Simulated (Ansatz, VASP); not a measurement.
# One calculation of Al2InAs3, two programs

```
Al In As
1.0
    -2.07534    2.07534    8.81253
     2.07534   -2.07534    8.81253
     2.07534    2.07534   -8.81253
Al In As
2 1 3
Direct
  0.67066 0.67066 0.00000
  0.32934 0.32934 0.00000
  0.00000 0.00000 0.00000
  0.90731 0.40731 0.50000
  0.25000 0.75000 0.50000
  0.59269 0.09269 0.50000
```

Alike in both runs: functional PBE; k mesh 6 × 6 × 6; occupations gaussian, width 0.1 eV; no spin polarisation.

Ansatz relaxed the structure, and its values are those at the end. VASP's run is a single point on that final structure, the one shown.

```csv
,VASP,Ansatz
version,VASP 6.6.1,Ansatz 0.2.0
potentials or method,"VASP PAW PBE potentials, release 64 (Al, In_d, As)","scalar-relativistic, plane waves, PAW"
plane-wave cutoff (eV),520,420
valence electrons in the cell,34,64
```

```tsv
	VASP	Ansatz	Ansatz less VASP
gap on the k mesh at the Fermi level (eV)	0.86	0.85	-0.003
least direct gap on the mesh (eV)	0.86	0.85	-0.003
pressure (GPa)	0.2	0.1	-0.11
```

With one functional, cell and mesh, what is left measures potentials, basis and numerics. The two sets of potentials don't hold the same shells in valence.

Caveats: spin-orbit coupling is left out, which moves the levels of the heavy elements. A k mesh can miss the band edges. A hybrid or GW would open this gap; PBE tends to underestimate it.
